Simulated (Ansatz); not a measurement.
# ZnSe: the cost of one run

Program: Ansatz 0.2.0. Level of theory: DFT PBEsol, scalar-relativistic, plane waves, PAW. These are calculated values, not measurements.

## 1. Starting point

Symmetry: Fm-3m, No. 225, cubic system. The conventional cell has a = 5.431 Å, b = 5.431 Å, c = 5.431 Å, α = 90.00°, β = 90.00°, γ = 90.00°. Around Se (site symmetry m-3m) lie 6 Zn at 2.72 Å. Zn (site symmetry m-3m) has 6 Se at 2.72 Å as nearest neighbours.

Coordinates:

```cif
data_structure
_symmetry_space_group_name_H-M 'Fm-3m'
_symmetry_Int_Tables_number 225
_cell_length_a 5.4312
_cell_length_b 5.4312
_cell_length_c 5.4312
_cell_angle_alpha 90.000
_cell_angle_beta 90.000
_cell_angle_gamma 90.000
_cell_volume 160.21
loop_
_atom_site_label
_atom_site_type_symbol
_atom_site_symmetry_multiplicity
_atom_site_Wyckoff_symbol
_atom_site_fract_x
_atom_site_fract_y
_atom_site_fract_z
_atom_site_occupancy
Se1 Se 4 a 0.00000 0.00000 0.00000 1
Zn1 Zn 4 b 0.50000 0.00000 0.00000 1
```

## 2. First run, at the start cell

input.yaml reads:

```yaml
crystal:
  lattice:
    - [0.0, 2.71558512, 2.71558512]
    - [2.71558512, 0.0, 2.71558512]
    - [2.71558512, 2.71558512, 0.0]
  atoms:
    - { symbol: Se, position: [0.0, 0.0, 0.0] }
    - { symbol: Zn, position: [0.5, 0.5, 0.5] }
basis:
  ecutwfc: 420
  ecutrho_ratio: 4
kpoints:
  mp_grid: { grid: [12, 12, 12] }
hamiltonian:
  xc: pbesol
scf:
  occupations: { method: gaussian, width: 0.05 }
output:
  forces: true
  stress: true
  eigenvalues: true
```

On the command line:

```bash
$ ansatz run input.yaml --threads 1 --pin off --max-ram 2560MiB --backend cpu --events-out ev --progress --plain --runs-dir out
```

**Question.** How long does this run take on 1 thread of Intel Xeon Platinum 8488C (Sapphire Rapids), shared host, and how much memory does it need?

About 2.2 s, with a peak of 0.41 GiB.
